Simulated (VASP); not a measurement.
# Nb: equation of state with PBE

Nb:

```
Nb
1.0
     0.00000    2.11500    2.11500
     2.11500    0.00000    2.11500
     2.11500    2.11500    0.00000
Nb
1
Direct
  0.00000 0.00000 0.00000
```

This isn't the form of Nb at room conditions, which is bcc.

```
Program                : VASP 6.6.1
Task                   : equation of state
Functional             : PBE
Potentials or basis    : VASP PAW PBE potentials, release 64 (Nb_sv)
Cutoff                 : 520 eV
k mesh                 : 11 × 11 × 11
Occupations            : fermi-dirac, width 0.05 eV
Spin                   : no spin polarisation
Further INCAR settings : ALGO = Normal; EDIFF = 1e-07; NBANDS = 12
```

The equilibrium volume is 18.68 Å³/atom. The bulk modulus is 165 GPa and the pressure derivative of the bulk modulus is 4.1.

Energy against volume, from the lowest point:
```tsv
volume (Å³/atom)	energy (meV/atom)
17.786	23.42
18.165	7.19
18.543	0.00
18.922	1.02
19.300	9.43
19.679	24.51
20.057	45.60
```

All runs of the series together: 69 s on 1 thread of Intel(R) Xeon(R) Platinum 8488C (Sapphire Rapids) (shared host).
